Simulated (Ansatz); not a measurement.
BeSe (F-43m): lattice vibrations

```xyz
2
Lattice="0.0000 2.5641 2.5641 2.5641 0.0000 2.5641 2.5641 2.5641 0.0000" Properties=species:S:1:pos:R:3 pbc="T T T"
Be    0.0000    0.0000    0.0000
Se    3.8461    3.8461    3.8461
```

Level of theory, where no other is named: PBEsol, all-electron LAPW in Ansatz 0.2.0, scalar-relativistic. k mesh 8×8×8, fixed occupations, basis error target 1 meV/atom. The cell was relaxed by PAW under this functional.

Atoms are displaced by 0.01 Å in the smallest supercells that hold the wave vectors of a 2×2×2 mesh. Negative values stand for unstable modes. The zone centre has no LO-TO term.

(1) What are the phonon energies at the solved wave vectors, in meV?

(2) Is the structure dynamically stable at these wave vectors?

(3) How do the optical zone-centre modes decompose, and which are active?

(4) How well do frozen-core PAW files reproduce these all-electron values?

(5) The cell is scaled evenly to 32.703 and 34.725 Å³ (from 33.714), with free atoms relaxed and the shape held. What are the mode Grüneisen parameters γ = −d ln ω/d ln V?

(6) Linear response on PAW files adds the field. What are the dielectric tensor, the Born charges and the LO shift?

Results:

(1) 

```csv
q,point,modes (meV)
0.000 0.000 0.000,Gamma,63.12 (×3)
0.500 0.000 0.000,L,"12.10 (×2), 27.02, 61.54 (×2), 70.37"
0.500 0.500 0.000,X,"16.95 (×2), 27.18, 57.59 (×2), 75.69"
```

(2) Yes, no mode is unstable there; wave vectors off this mesh aren't tested.

(3) Point group -43m: Γ_opt = T2.

```json
{"label": "T2", "meV": "63.12", "activity": "IR and Raman", "mostly": "Be (90 %)"}
```

(4) With a cutoff of 420 eV and displacements of 0.0025 Å, the r.m.s. difference over the modes is 0.1 cm⁻¹; the largest difference is 610.7 (PAW) against 610.5 cm⁻¹ (LAPW).

(5) For the highest mode, 629.0 cm⁻¹ in the small cell and 593.0 in the large one give γ ≈ 0.98. From the change of the dynamical matrix on each mode:

```csv
point,cm⁻¹,γ
Gamma,509.1,1.39
L,97.6,-0.33
L,218.0,1.01
L,496.3,1.55
L,567.5,1.12
X,136.7,-0.25
X,219.2,1.11
X,464.5,1.81
X,610.5,0.98
```

Weighted by the modes' heat capacities at 300 K, the mean on this mesh is 0.70; it moves with the q mesh, and a coarse one overweights the zone boundary. Rows under −0.05 (2 here) are modes that soften under compression and pull towards negative thermal expansion.

(6) ε∞ = (6.11, 6.11, 6.11) along x, y, z with local fields. Born charges (xx, yy, zz): Be1 (1.53, 1.53, 1.53); Se2 (-1.53, -1.53, -1.53). The highest zone-centre mode lies at 509.2 cm⁻¹ without the macroscopic field and at 572.9 cm⁻¹ with it, for q along x. Lyddane-Sachs-Teller then gives ε₀ = ε∞ (ω_LO/ω_TO)² = 7.74. With the ions free to follow the field, the program's ε₀ is (7.74, 7.74, 7.74).

Keep in mind: the frozen-core PAW files of the compared runs were fitted under PBE, their cores solved anew for this functional; field response not resolved by the mesh; semilocal gaps are low, and ε∞ tends to come out large.
